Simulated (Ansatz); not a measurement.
Abridged Ansatz (a first-principles code) output:

```
Relaxation: its limit of steps is 50 (relax.max_steps)
Pseudopotential: In, paw, valence charge 13
Pseudopotential: N, paw, valence charge 5
Crystal: 4 atoms, lattice volume = 58.245 Å³
Basis set: ecut = 500 eV, 1485 PW (Γ), exchange–correlation on 100×100×180 points (64 copies of the dense FFT grid, shifted against one another)
Bands: 22, of which v1, the nominal top of the filled ones, is band 18 counted from 1 (17 counted from 0)
Symmetry: 12 space group operations
k-points: 64 of 726 (time reversal used)
Functional: x = r2scan, c = r2scan; τ floored in thin density (d = 2e-4 eV/Å³)
SCF iter   1: F=—  HF=-11993.297789 eV  |F-HF|=—  |Δ(HF+E_count)|=         —  Δρ=9.18e-3  dr2=2.64e-2  dr2_τ=1.81e-1  ethr=1.77e-3  ⟨swp⟩=6.0  Hψ=6534  notcnv=0
SCF iter   2: F=—  HF=-11993.356736 eV  |F-HF|=—  |Δ(HF+E_count)|=   5.89e-2  Δρ=5.09e-3  dr2=9.71e-3  dr2_τ=2.95e-4  ethr=7.34e-5  ⟨swp⟩=2.3  Hψ=3367  notcnv=0
SCF 1 converged in 7 iterations: F = -11993.356269 eV  dr2 = 5.93e-8
relax step   1: F+E_penalty+E_count = -11993.35626878 eV  Δ(F+E_penalty+E_count) = +0.000e0 eV  max|allowed force component| = 8.700e-1 eV/Å  Δτ_max = 0.0000 Å  P = +12.510 GPa  Ω = 58.245 Å³  fix = [a, b, gamma]  reactions: a +19.211, b +19.211 GPa  (7 SCF iters, dr2 threshold 1.00e-7 eV, accepted)
[... steps on the carried basis left out ...]
relax step   6: F+E_penalty+E_count = -11993.44770574 eV  Δ(F+E_penalty+E_count) = -6.296e-7 eV  max|allowed force component| = 3.015e-6 eV/Å  Δτ_max = 0.0000 Å  P = +8.663 GPa  Ω = 58.930 Å³  energy of the carried Pulay correction = -2.022e-4 eV  fix = [a, b, gamma]  reactions: a +12.994, b +12.994 GPa  (4 SCF iters, dr2 threshold 2.53e-10 eV, accepted)
Crystal: 4 atoms, lattice volume = 58.930 Å³
SCF iter   1: F=—  HF=-11993.447929 eV  |F-HF|=—  |Δ(HF+E_count)|=         —  Δρ=3.18e-5  dr2=4.16e-8  dr2_τ=1.44e-7  ethr=2.24e-8  ⟨swp⟩=3.9  Hψ=10969  notcnv=0
SCF iter   2: F=—  HF=-11993.447929 eV  |F-HF|=—  |Δ(HF+E_count)|=   1.92e-7  Δρ=1.63e-5  dr2=1.11e-8  dr2_τ=2.77e-8  ethr=1.15e-10  ⟨swp⟩=2.0  Hψ=2557  notcnv=0
SCF 7 converged in 6 iterations: F = -11993.447929 eV  dr2 = 1.47e-13
SCF converged after 6 iterations
Free energy (F): -11993.447929 eV
Internal energy: -11993.447379 eV  (E = F + TS)
E sigma→0 (E₀):  -11993.447654 eV
Entropy (-TS):   -0.000550 eV (-0.137 meV/atom)
Fermi energy:    10.293925 eV
--- Forces (eV/Å), atoms counted from 1 ---
  atom   1  In    -0.00000000     0.00000000     0.00002567
  atom   2  In     0.00000000     0.00000000     0.00002567
  atom   3  N     -0.00000000    -0.00000000    -0.00004435
  atom   4  N      0.00000000     0.00000000    -0.00004435
--- Stress (GPa, compression-positive) ---
       12.994255       0.000000       0.000000
       -0.000000      12.994255       0.000000
        0.000000       0.000000       0.008464
  P = ⅓ Tr σ = 8.6657 GPa (86.657 kbar)
--- Relaxed structure (6 steps of the walk, 6 accepted, 1 SCFs on fresh bases) ---
  cell:  # Å, volume = 58.9302 Å³
    - [3.3910535770638046, 2.8867461239533686e-11, 3.4258844696519836e-33]
    - [1.6955267885069023, 2.93673854334578, 1.7980563942039087e-33]
    - [5.9088147219393015e-33, 1.6951137307910336e-34, 5.917493850149717]
  atoms:
    - { symbol: In, position: [0.6666666666666665, 0.6666666666666666, -0.006355089047846778] }
    - { symbol: In, position: [0.33333333333333326, 0.3333333333333333, 0.49364491095215324] }
    - { symbol: N, position: [0.6666666666666665, 0.6666666666666666, 0.6315550890478467] }
    - { symbol: N, position: [0.33333333333333326, 0.3333333333333333, 0.13155508904784677] }
```

What was computed, and what are the main results?

InN, 4 atoms in the cell, with DFT with r2SCAN, PAW potentials and a 500 eV plane-wave cutoff in Ansatz, no spin-orbit coupling. The last SCF converged to F = -11993.447929 eV, or -2998.3620 eV per atom, at a pressure of 8.67 GPa. The total energy compares only with runs of the same code, potentials and settings.

The mesh was chosen for an insulator and is coarse for the gapless case. The cells carry an imposed strain or load. Stability against distortions was not tested. The final runs are not spin-polarised. The cell was made from InN in the wurtzite structure (space group P6_3mc, No. 186) by this change: biaxial strain −4.41 %, plane normal [001], relaxed out of plane.

Keys are those of Ansatz 0.2.
